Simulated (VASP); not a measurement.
# InSe in VASP: further runs

One slab, InSe, is run at these levels: PBE; tasks: single point.

All numbers are computed with VASP 6.6.1; they aren't measurements. Logs are shortened: lines on timing, memory, paths and dates and some standing lists are left out, and cuts for length are marked.

## 1. The structure

The cell holds a slab with vacuum, 2 atoms: a = 4.050 Å, b = 4.050 Å, c = 12.931 Å, α = 90.00°, β = 90.00°, γ = 120.00°.

## 2. Single point, PBE

Contents of INCAR:

```
SYSTEM = InSe
  ALGO = Normal
  DIPOL = 0.5 0.5 0.500
  EDIFF = 1E-7
  ENCUT = 500
  GGA = PE
  IDIPOL = 3
  ISIF = 2
  ISMEAR = 0
  LASPH = .True.
  LCHARG = .False.
  LDIPOL = .True.
  LREAL = .False.
  LVACPOTAV = .True.
  LVHAR = .True.
  LWAVE = .False.
  NBANDS = 20
  NELM = 120
  PREC = Accurate
  SIGMA = 0.05
```

Contents of KPOINTS:

```
k-points
0
Gamma
  3 3 1
  0 0 0
```

Contents of POSCAR:

```
InSe
1.0
    4.0500000000      0.0000000000      0.0000000000
   -2.0250000000      3.5074028900      0.0000000000
    0.0000000000      0.0000000000     12.9311500000
In Se
1 1
Direct
    0.3333333333      0.6666666667      0.4639958550
    0.6666666667      0.3333333333      0.5360041450
```

Potentials or basis: VASP PAW PBE potentials, release 64 (In_d, Se).

The run is started by

```bash
> cat potpaw_PBE.64/In_d/POTCAR potpaw_PBE.64/Se/POTCAR > POTCAR
> mpirun -np 1 vasp_std > vasp.out
```

OUTCAR:

```text
SYSTEM = InSe
   EDIFF = 1E-7
   ENCUT = 500
   GGA = PE
   ISIF = 2
   ISMEAR = 0
   LASPH = .True.
   LREAL = .False.
   NELM = 120
   PREC = Accurate

 Found      3 irreducible k-points:

 Following reciprocal coordinates:
            Coordinates               Weight
  0.000000  0.000000  0.000000      1.000000
  0.333333  0.000000  0.000000      6.000000
  0.333333  0.333333  0.000000      2.000000
   k-points           NKPTS =      3   k-points in BZ     NKDIM =      3   number of bands    NBANDS=     20
   number of dos      NEDOS =    301   number of ions     NIONS =      2
   total plane-waves  NPLWV =  86400
   dimension x,y,z NGX =    30 NGY =   30 NGZ =   96
   dimension x,y,z NGXF=    60 NGYF=   60 NGZF=  192
   ions per type =               1   1
   NGX,Y,Z   is equivalent  to a cutoff of  12.31, 12.31, 12.34 a.u.
   NGXF,Y,Z  is equivalent  to a cutoff of  24.63, 24.63, 24.68 a.u.
 SYSTEM =  InSe
   PREC   = accura    normal or accurate (medium, high low for compatibility)
   ISTART =      0    job   : 0-new  1-cont  2-samecut
   ICHARG =      2    charge: 1-file 2-atom 10-const
   ISPIN  =      1    spin polarized calculation?
   LNONCOLLINEAR =      F non collinear calculations
   LSORBIT =      F    spin-orbit coupling
   LASPH  =      T    aspherical Exc in radial PAW
   ENCUT  =  500.0 eV  36.75 Ry    6.06 a.u.   7.38  7.38 23.58*2*pi/ulx,y,z
   NELM   =    120;   NELMIN=  2; NELMDL= -5     # of ELM steps
   EDIFF  = 0.1E-06   stopping-criterion for ELM
   LREAL  =      F    real-space projection
   EDIFFG = 0.1E-05   stopping-criterion for IOM
   NSW    =      0    number of steps for IOM
   IBRION =     -1    ionic relax: 0-MD 1-quasi-New 2-CG
   NFREE  =      0    steps in history (QN), initial steepest desc. (CG)
   ISIF   =      2    stress and relaxation
   ISYM   =      2    0-nonsym 1-usesym 2-fastsym
   POTIM  = 0.5000    time-step for ionic-motion
   TEBEG  =    0.0;   TEEND  =   0.0 temperature during run
   PSTRESS=    0.0 pullay stress
   NELECT =      19.0000    total number of electrons
   NUPDOWN=      -1.0000    fix difference up-down
   EMIN   =  10.00;   EMAX   =-10.00  energy-range for DOS
   EFERMI =   0.00;   METHOD = LEGACY
   ISMEAR =     0;   SIGMA  =   0.05  broadening in eV -4-tet -1-fermi 0-gaus
   EFERMI_NEDOS =   21; number of points for ismear=-14 and -15
   IALGO  =     38    algorithm
   IMIX   =      4    mixing-type and parameters
     AMIX     =   0.40;   BMIX     =  1.00
     AMIX_MAG =   1.60;   BMIX_MAG =  1.00
  volume/ion in A,a.u.               =      91.84       619.79
  Fermi-wavevector in a.u.,A,eV,Ry     =   0.768482  1.452219  8.035109  0.590564
  Thomas-Fermi vector in A             =   1.869264
   LORBIT       =      0    0 simple, 1 ext, 2 COOP (PROOUT), +10 PAW based schemes
   GGA     = PE    functional components
   LHFCALC =     F    Hartree Fock is set to
   AEXX    =    0.0000 exact exchange contribution
   IVDW    =     0    specifies the selected vdW correction
   LEPSILON=     F    determine dielectric tensor
   LRPA    =     F    only Hartree local field effects (RPA)
 non-spin polarized calculation
 Gauss-broadening in eV      SIGMA  =   0.05
  energy-cutoff  :      500.00
  volume of cell :      183.69
 maximum number of plane-waves:      4721
 NGX is ok and might be reduce to    30
   NGX = 15   NGY = 15   NGZ = 47

 number of electron      19.0000005 magnetization

 dipolmoment           0.000000      0.000000      0.045433 electrons x Angstroem

 Free energy of the ion-electron system (eV)
  ---------------------------------------------------
  ext. energy  EPLUGINS =         0.00000000
  ---------------------------------------------------
  free energy    TOTEN  =        -5.53968124 eV

  energy without entropy =       -5.51756953  energy(sigma->0) =       -5.52862539

 E-fermi :  -1.1850     XC(G=0):  -3.6786

 val. band max:       -1.2089622509   @ k =   0.3333   0.3333   0.0000
 cond. band min:      -1.1697058298   @ k =   0.3333   0.0000   0.0000
 fundamental gap:      0.0392564211
 Fermi energy:        -1.1849751609

 k-point     1 :       0.0000    0.0000    0.0000
  band No.  band energies     occupation
      1     -16.6297      2.00000
      2     -16.4261      2.00000
      3     -16.4261      2.00000
      4     -16.2434      2.00000
      5     -16.2434      2.00000
      6     -15.3681      2.00000
[... 12 lines left out ...]
     19       8.0043      0.00000
     20       8.0043      0.00000

 k-point     2 :       0.3333    0.0000    0.0000
  band No.  band energies     occupation
      1     -16.9015      2.00000
      2     -16.3739      2.00000
      3     -16.2988      2.00000
      4     -16.2531      2.00000
      5     -16.2289      2.00000
      6     -14.5348      2.00000
[... 12 lines left out ...]
     19       7.8633      0.00000
     20       7.9160      0.00000

 k-point     3 :       0.3333    0.3333    0.0000
  band No.  band energies     occupation
      1     -16.9679      2.00000
      2     -16.3688      2.00000
      3     -16.2514      2.00000
      4     -16.2510      2.00000
      5     -16.2503      2.00000
      6     -14.0050      2.00000
[... 12 lines left out ...]
     19       6.8105      0.00000
     20       7.1804      0.00000

------------------------ aborting loop because EDIFF is reached ----------------------------------------

  FORCE on cell =-STRESS in cart. coord.  units (eV):
  Direction    XX          YY          ZZ          XY          YZ          ZX
  --------------------------------------------------------------------------------------
  -------------------------------------------------------------------------------------
  Total        5.5497485      5.5497485      1.5331351      0.0000000      0.0000000     -0.0000000
  in kB       48.4067645     48.4067646     13.3725179      0.0000000      0.0000000     -0.0000000
  external PRESSURE =      36.7286823 kB  Pullay stress =       0.0000000 kB

 VOLUME and BASIS-vectors are now :
 -----------------------------------------------------------------------------
  energy-cutoff  :      500.00
  volume of cell :      183.69
      direct lattice vectors                 reciprocal lattice vectors
     4.050000000  0.000000000  0.000000000     0.246913580  0.142555622  0.000000000
    -2.025000000  3.507402890  0.000000000     0.000000000  0.285111244  0.000000000
     0.000000000  0.000000000 12.931150000     0.000000000  0.000000000  0.077332642

 POSITION                                       TOTAL-FORCE (eV/Angst)
 -----------------------------------------------------------------------------------
     -0.00000      2.33827      6.00000        -0.000000      0.000000     -1.659124
      2.02500      1.16913      6.93115         0.000000     -0.000000      1.659124
 -----------------------------------------------------------------------------------
    total drift:                                0.000000     -0.000000      0.000267

  FREE ENERGIE OF THE ION-ELECTRON SYSTEM (eV)
  ---------------------------------------------------
  free  energy   TOTEN  =        -5.5396812447 eV

  energy  without entropy=       -5.5175695275  energy(sigma->0) =       -5.52862539

 vacuum level on the upper side and lower side of the slab         3.138         2.558
```

OSZICAR:

```text
N       E                     dE             d eps       ncg     rms          rms(c)
DAV:   1     0.145708590602E+03    0.14571E+03   -0.70073E+03   120   0.709E+02
DAV:   2     0.102446523450E+02   -0.13546E+03   -0.13008E+03   132   0.201E+02
DAV:   3    -0.538032327477E+01   -0.15625E+02   -0.15441E+02   148   0.789E+01
[... 13 lines left out ...]
DAV:  17    -0.553967050856E+01   -0.14223E-04   -0.93045E-07   136   0.492E-03    0.190E-03
DAV:  18    -0.553968008055E+01   -0.95720E-05   -0.12068E-06   144   0.526E-03    0.185E-03
DAV:  19    -0.553968089771E+01   -0.81717E-06   -0.73823E-08   132   0.145E-03    0.643E-04
DAV:  20    -0.553968123803E+01   -0.34031E-06   -0.84671E-08   112   0.833E-04    0.270E-04
DAV:  21    -0.553968124467E+01   -0.66416E-08   -0.27061E-09   124   0.639E-04
   1 F= -.55396812E+01 E0= -.55286254E+01  d E =-.221117E-01
```

stdout:

```text
POSCAR found type information on POSCAR InSe
 POSCAR found :  2 types and       2 ions
 scaLAPACK will be used
 LDA part: xc-table for (Slater+PW92), standard interpolation
 POSCAR, INCAR and KPOINTS ok, starting setup
 FFT: planning ... GRIDC
 FFT: planning ... GRID_SOFT
 FFT: planning ... GRID
 WAVECAR not read
 entering main loop
 -----------------------------------------------------------------------------
|                                                                             |
|           W    W    AA    RRRRR   N    N  II  N    N   GGGG   !!!           |
|           W    W   A  A   R    R  NN   N  II  NN   N  G    G  !!!           |
|           W    W  A    A  R    R  N N  N  II  N N  N  G       !!!           |
|           W WW W  AAAAAA  RRRRR   N  N N  II  N  N N  G  GGG   !            |
|           WW  WW  A    A  R   R   N   NN  II  N   NN  G    G                |
|           W    W  A    A  R    R  N    N  II  N    N   GGGG   !!!           |
|                                                                             |
|     Did not find any points to average over, which means that no vacuum     |
|     field-free region was found. Please increase the size of  your cell     |
|     in the dimension of the dipole correction to obtain accurate            |
|     workfunction values.                                                    |
|                                                                             |
 -----------------------------------------------------------------------------
```

Wall time 35 s (1 thread of Intel Xeon Platinum 8259CL at 2.50GHz (Skylake/Cascade Lake), shared host); peak memory 0.26 GiB.

These settings aren't checked as converged: the numbers below hold their error.

What came out:

```
Free energy                     : -5.5397 eV
Largest force                   : 1.659 eV/Å
Band gap on the k mesh          : none (metal or under the smearing width)
Work function of the upper face : 4.32 eV
Work function of the lower face : 3.74 eV
```

Caveat: the k mesh is coarse (spacing up to 0.60 Å⁻¹), so the values aren't converged.

## 3. Single point, PBE

Edit INCAR of step 2 so:

```diff
@@ -4,3 +4,3 @@
   EDIFF = 1E-7
-  ENCUT = 500
+  ENCUT = 250
   GGA = PE
```

Contents of KPOINTS:

```
k-points
0
Gamma
  6 6 1
  0 0 0
```

POSCAR is that of step 2.

Potentials or basis: VASP PAW PBE potentials, release 64 (In_d, Se).

The run is started by

```bash
> cat potpaw_PBE.64/In_d/POTCAR potpaw_PBE.64/Se/POTCAR > POTCAR
> mpirun -np 1 vasp_std > vasp.out
```

Wall time 19 s (1 thread of Intel Xeon Platinum 8259CL at 2.50GHz (Skylake/Cascade Lake), shared host); peak memory 0.19 GiB.

These settings aren't checked as converged: the numbers below hold their error.

Results:

| Property | Result |
| --- | --- |
| Free energy | -5.6449 eV |
| Largest force | 1.862 eV/Å |
| Band gap on the k mesh | none (metal or under the smearing width) |
| Work function of the upper face | 4.37 eV |
| Work function of the lower face | 3.92 eV |

Caveat: the cutoff is under 1.25 times the usual one of these potentials, so pressure, stress and relaxed cells hold a basis-set (Pulay) error.

## 4. Single point, PBE

This run uses another cell than the first one, of 77.64 Å³/atom, 0.845 times its volume.

Edit INCAR of step 3 so:

```diff
@@ -4,3 +4,3 @@
   EDIFF = 1E-7
-  ENCUT = 250
+  ENCUT = 400
   GGA = PE
```

Contents of KPOINTS:

```
k-points
0
Gamma
  5 5 1
  0 0 0
```

Contents of POSCAR:

```
InSe
1.0
    4.0500000000      0.0000000000      0.0000000000
   -2.0250000000      3.5074028900      0.0000000000
    0.0000000000      0.0000000000     10.9311500000
In Se
1 1
Direct
    0.3333333333      0.6666666667      0.4574084154
    0.6666666667      0.3333333333      0.5425915846
```

The run is started by

```bash
> cat potpaw_PBE.64/In_d/POTCAR potpaw_PBE.64/Se/POTCAR > POTCAR
> mpirun -np 1 vasp_std > vasp.out
```

Run time: 22 s. Hardware: 1 thread of Intel Xeon Platinum 8259CL at 2.50GHz (Skylake/Cascade Lake), shared host; peak memory 0.22 GiB.

The run converged, but some of its settings lie outside the range that counts as converged, so its numbers aren't taken as properties of the slab.

What came out:

```
Free energy                     : -5.6673 eV
Largest force                   : 1.888 eV/Å
Band gap on the k mesh          : none (metal or under the smearing width)
Work function of the upper face : 4.27 eV
Work function of the lower face : 3.80 eV
```
